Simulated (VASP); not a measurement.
# GaAs (F-43m) in VASP: Born charges and dielectric tensor with PBEsol

Aim: the Born charges and dielectric tensor of GaAs with PBEsol.

Everything below comes from runs of VASP 6.6.1. Logs are shortened: lines on timing, memory, paths and dates and some standing lists are left out, and cuts for length are marked.

**What was measured.**

From “Evidence of valence band perturbations in GaAsN/GaAs(001): A combined variable-angle spectroscopic ellipsometry and modulated photoreflectance investigation”, 2008, arxiv:0805.2212, for a bulk crystal of GaAs at 300 K: band gap 1.412 ± 0.01 eV (direct).

From a printed reference work, textbook, for a bulk crystal of GaAs at 300 K: high-frequency dielectric constant 10.89.

The runs below are set against these values where they give the same quantity.

## 1. Starting point

It takes space group F-43m (No. 216, cubic). The conventional cell has a = 5.663 Å, b = 5.663 Å, c = 5.663 Å, α = 90.00°, β = 90.00°, γ = 90.00°. Around Ga (site symmetry -43m) lie 4 As at 2.45 Å. As (site symmetry -43m) is surrounded by 4 Ga at 2.45 Å.

The cell is a database's computed one.

## 2. Born charges and dielectric tensor, PBEsol

Contents of INCAR:

```
SYSTEM = GaAs
PREC = Accurate
ENCUT = 600
EDIFF = 1E-8
ISMEAR = 0
SIGMA = 0.02
LREAL = .FALSE.
LASPH = .TRUE.
NELM = 100
ALGO = Normal
ISIF = 2
LWAVE = .FALSE.
LCHARG = .FALSE.
GGA = PS
LEPSILON = .TRUE.
IBRION = 8
NSW = 1
```

Contents of KPOINTS:

```
Automatic mesh
0
G
  10 10 10
  0 0 0
```

Contents of POSCAR:

```
GaAs
1.0
    0.0000000000      2.8314000000      2.8314000000
    2.8314000000      0.0000000000      2.8314000000
    2.8314000000      2.8314000000      0.0000000000
Ga As
1 1
Direct
    0.0000000000      0.0000000000      0.0000000000
    0.7500000000      0.7500000000      0.7500000000
```

Potentials or basis: VASP PAW PBE potentials, release 64 (Ga_d, As).

Started as:

```bash
> cat potpaw_PBE.64/Ga_d/POTCAR potpaw_PBE.64/As/POTCAR > POTCAR
> mpirun -np 1 vasp_std > vasp.out
```

OUTCAR:

```text
SYSTEM = GaAs
   PREC = Accurate
   ENCUT = 600
   EDIFF = 1E-8
   ISMEAR = 0
   LREAL = .FALSE.
   LASPH = .TRUE.
   NELM = 100
   ISIF = 2
   GGA = PS
   LEPSILON = .TRUE.
   IBRION = 8
   NSW = 1

 ion  position               nearest neighbor table
   1  0.000  0.000  0.000-   2 2.45   2 2.45   2 2.45   2 2.45
   2  0.750  0.750  0.750-   1 2.45   1 2.45   1 2.45   1 2.45

  LATTYP: Found a face centered cubic cell.
 ALAT       =     5.6628000000

  Lattice vectors:

 A1 = (   0.0000000000,   2.8314000000,   2.8314000000)
 A2 = (   2.8314000000,   0.0000000000,   2.8314000000)
 A3 = (   2.8314000000,   2.8314000000,   0.0000000000)

Analysis of symmetry for initial positions (statically):
=====================================================================
 Subroutine PRICEL returns:
 Original cell was already a primitive cell.

 Routine SETGRP: Setting up the symmetry group for a
 face centered cubic supercell.

 Subroutine GETGRP returns: Found 24 space group operations
 (whereof 24 operations were pure point group operations)
 out of a pool of 48 trial point group operations.

The static configuration has the point symmetry T_d .

Analysis of symmetry for dynamics (positions and initial velocities):
=====================================================================
 Subroutine PRICEL returns:
 Original cell was already a primitive cell.

 Routine SETGRP: Setting up the symmetry group for a
 face centered cubic supercell.

 Subroutine GETGRP returns: Found 24 space group operations
 (whereof 24 operations were pure point group operations)
 out of a pool of 48 trial point group operations.

The dynamic configuration has the point symmetry T_d .

 Subroutine INISYM returns: Found 24 space group operations
 (whereof 24 operations are pure point group operations),
 and found     1 'primitive' translations

----------------------------------------------------------------------------------------

                                     Primitive cell

  volume of cell :      45.3977

  direct lattice vectors                    reciprocal lattice vectors
     0.000000000  2.831400000  2.831400000    -0.176591086  0.176591086  0.176591086
     2.831400000  0.000000000  2.831400000     0.176591086 -0.176591086  0.176591086
     2.831400000  2.831400000  0.000000000     0.176591086  0.176591086 -0.176591086

  length of vectors
     4.004204281  4.004204281  4.004204281     0.305864733  0.305864733  0.305864733

  position of ions in fractional coordinates (direct lattice)
     0.000000000  0.000000000  0.000000000
     0.750000000  0.750000000  0.750000000

  ion indices of the primitive-cell ions
   primitive index   ion index
                 1           1
                 2           2

----------------------------------------------------------------------------------------

 KPOINTS: Automatic mesh

Automatic generation of k-mesh.
 Grid dimensions read from file:
 generate k-points for:   10   10   10

 Generating k-lattice:

[... 532 lines left out ...]

 Free energy of the ion-electron system (eV)
  ---------------------------------------------------
  ---------------------------------------------------
  free energy    TOTEN  =        -3.54291795 eV

  energy without entropy =       -3.54291795

------------------------ aborting loop because EDIFF is reached ----------------------------------------

--------------------------------------- Ionic step        2  -------------------------------------------

------------------------ aborting loop because EDIFF is reached ----------------------------------------

--------------------------------------- Ionic step        3  -------------------------------------------

------------------------ aborting loop because EDIFF is reached ----------------------------------------

 PIEZOELECTRIC TENSOR FIELD DIRECTION 3  (e Angst)
 -----------------------------------------------------------------------------
    -0.00099  2.66774  0.00000           (  0.00000  0.01463  0.00000)
     2.66774 -0.00099  0.00000           (  0.01463  0.00000  0.00000)
     0.00000  0.00000 -0.00034           (  0.00000  0.00000 -0.00000)

 PIEZOELECTRIC TENSOR FIELD DIRECTION 3  (C/m^2)
 -----------------------------------------------------------------------------
    -0.00035  0.94150  0.00000
     0.94150 -0.00035  0.00000
     0.00000  0.00000 -0.00012

--------------------------------------- Ionic step        4  -------------------------------------------

------------------------ aborting loop because EDIFF is reached ----------------------------------------

[... ionic steps 5 to 6 ...]

--------------------------------------- Ionic step        7  -------------------------------------------

 Free energy of the ion-electron system (eV)
  ---------------------------------------------------
  ---------------------------------------------------
  free energy    TOTEN  =        -0.04368170 eV

  energy without entropy =       -0.04368170

------------------------ aborting loop because EDIFF is reached ----------------------------------------

 INTERNAL STRAIN TENSOR  FOR ION    2  DIRECTION 1   (eV/Angst):
 -----------------------------------------------------------------------------
    -0.00480  0.00000  0.00000
     0.00000  0.00401  6.89435
     0.00000  6.89435  0.00401

 MACROSCOPIC STATIC DIELECTRIC TENSOR (including local field effects in DFT)
 ------------------------------------------------------
          28.109377     0.000000     0.000000
          -0.000000    28.109377     0.000000
          -0.000000    -0.000000    28.109377
 ------------------------------------------------------

 PIEZOELECTRIC TENSOR (including local field effects)  for field in x, y, z        (e  Angst)
          XX          YY          ZZ          XY          YZ          ZX
  --------------------------------------------------------------------------------
  x    -0.00000    -0.00000     0.00000     0.00000     2.67489     0.00000
  y    -0.00000     0.00000    -0.00000    -0.00000     0.00000     2.67489
  z     0.00000    -0.00000    -0.00000     2.67489    -0.00000     0.00000

 PIEZOELECTRIC TENSOR (including local field effects)  for field in x, y, z        (C/m^2)
          XX          YY          ZZ          XY          YZ          ZX
  --------------------------------------------------------------------------------
  x    -0.00000    -0.00000     0.00000     0.00000     0.94402     0.00000
  y    -0.00000     0.00000    -0.00000    -0.00000     0.00000     0.94402
  z     0.00000    -0.00000    -0.00000     0.94402    -0.00000     0.00000

 BORN EFFECTIVE CHARGES (including local field effects) (in |e|, cummulative output)
 ---------------------------------------------------------------------------------
 ion    1
    1     2.20503    -0.00000    -0.00000
    2     0.00000     2.20503    -0.00000
    3     0.00000     0.00000     2.20503
 ion    2
    1    -2.20503     0.00000     0.00000
    2     0.00000    -2.20503     0.00000
    3    -0.00000    -0.00000    -2.20503

 INTERNAL STRAIN TENSOR FOR ION    2 for displacements in x,y,z  (eV/Angst):
          X           Y           Z          XY          YZ          ZX
  --------------------------------------------------------------------------------
  x    -0.00000     0.00000     0.00000     0.00000     6.89435     0.00000
  y     0.00000     0.00000     0.00000     0.00000     0.00000     6.89435
  z     0.00000     0.00000    -0.00000     6.89435     0.00000     0.00000

 SECOND DERIVATIVES (NOT SYMMETRIZED)
 ------------------------------------
               1X          1Y          1Z          2X          2Y          2Z
  1X    -9.195909    0.000000    0.000000    9.195909    0.000000    0.000000
  1Y     0.000000   -9.195909    0.000000    0.000000    9.195909    0.000000
  1Z     0.000000    0.000000   -9.195909    0.000000    0.000000    9.195909
  2X     9.171417    0.000000    0.000000   -9.171417    0.000000    0.000000
  2Y     0.000000    9.171417    0.000000    0.000000   -9.171417    0.000000
  2Z     0.000000    0.000000    9.171417    0.000000    0.000000   -9.171417

 Eigenvectors and eigenvalues of the dynamical matrix
 ----------------------------------------------------

   1 f  =    7.883666 THz    49.534532 2PiTHz  262.970780 cm-1    32.604207 meV
             X         Y         Z           dx          dy          dz
      0.000000  0.000000  0.000000     0.000000    0.720165    0.000000
      4.247100  4.247100  4.247100     0.000000   -0.693803    0.000000
[... 21 lines left out ...]
   6 f/i=    0.005252 THz     0.033002 2PiTHz    0.175204 cm-1     0.021722 meV
             X         Y         Z           dx          dy          dz
      0.000000  0.000000  0.000000     0.000000    0.000000   -0.693803
      4.247100  4.247100  4.247100     0.000000    0.000000   -0.720165

--------------------------------------------------------------------------------------------------------

 MACROSCOPIC STATIC DIELECTRIC TENSOR IONIC CONTRIBUTION
 ------------------------------------------------------
           2.110300    -0.000000    -0.000000
          -0.000000     2.110300    -0.000000
          -0.000000    -0.000000     2.110300
 ------------------------------------------------------

 ELASTIC MODULI CONTR FROM IONIC RELAXATION (kBar)
 Direction    XX          YY          ZZ          XY          YZ          ZX
 --------------------------------------------------------------------------------
 XX          -0.0000      0.0000      0.0000     -0.0000      0.0000     -0.0000
 YY           0.0000     -0.0000     -0.0000     -0.0000     -0.0000     -0.0000
 ZZ           0.0000     -0.0000     -0.0000      0.0000     -0.0000     -0.0000
 XY          -0.0000     -0.0000      0.0000   -180.9463      0.0000      0.0000
 YZ           0.0000     -0.0000     -0.0000      0.0000   -180.9463      0.0000
 ZX          -0.0000     -0.0000     -0.0000      0.0000      0.0000   -180.9463
 --------------------------------------------------------------------------------

 PIEZOELECTRIC TENSOR IONIC CONTR  for field in x, y, z        (C/m^2)
          XX          YY          ZZ          XY          YZ          ZX
  --------------------------------------------------------------------------------
  x     0.00000    -0.00000    -0.00000     0.00000    -0.58146     0.00000
  y    -0.00000    -0.00000    -0.00000     0.00000     0.00000    -0.58146
  z    -0.00000    -0.00000     0.00000    -0.58146     0.00000     0.00000
```

Wall time 13 min (1 thread of AMD EPYC 7R13 (Zen 3), shared host); peak memory 0.42 GiB.

What came out:

```yaml
Band_gap_on_the_k_mesh: 0.42 eV, direct
Electronic_dielectric_tensor_diagonal: 28.11
Born_charges_mean_of_the_diagonal: Ga +2.21; As -2.21 e
Highest_phonon_frequency_at_Γ_LO-TO_splitting_left_out: 263 cm⁻¹
```

Phonon frequencies in cm⁻¹ (negative: imaginary):
```
              q point        frequencies
(0.000, 0.000, 0.000)  0 0 0 263 263 263
```

Electronic dielectric tensor:
```
28.11  0.00  0.00
 0.00 28.11  0.00
 0.00  0.00 28.11
```

Born effective charge tensors (e):
atom 1, Ga
```
2.21 0.00 0.00
0.00 2.21 0.00
0.00 0.00 2.21
```
atom 2, As
```
-2.21  0.00  0.00
 0.00 -2.21  0.00
 0.00  0.00 -2.21
```

Caveat: the gap is small at this level, which inflates the dielectric constant.

## 3. How close it comes

Step 2. Measured gap of GaAs: 1.412 eV (direct; 300 K; “Evidence of valence band perturbations in GaAsN/GaAs(001): A combined variable-angle spectroscopic ellipsometry and modulated photoreflectance investigation”, 2008, arxiv:0805.2212). This calculation gives 0.42 eV (-0.99 eV). 3 values of this kind are on record (1.412 to 1.51 eV); this one was drawn at random among those near their median, those with a stated uncertainty first. Spin-orbit coupling on As, Ga is left out. The value is that of PBEsol on a finite k mesh, which can miss the band edges, without temperature or zero-point motion. Semilocal functionals fall short of measured gaps as a rule. The cell is a database's relaxed one, not the measured one, which moves gaps too. Measured high-frequency dielectric constant of GaAs: 10.89 (300 K; a printed reference work, textbook). This calculation gives 28.11 (+158.1 %). So large a miss can be the level of theory's own, or it may mean another phase, state or a wrong row.
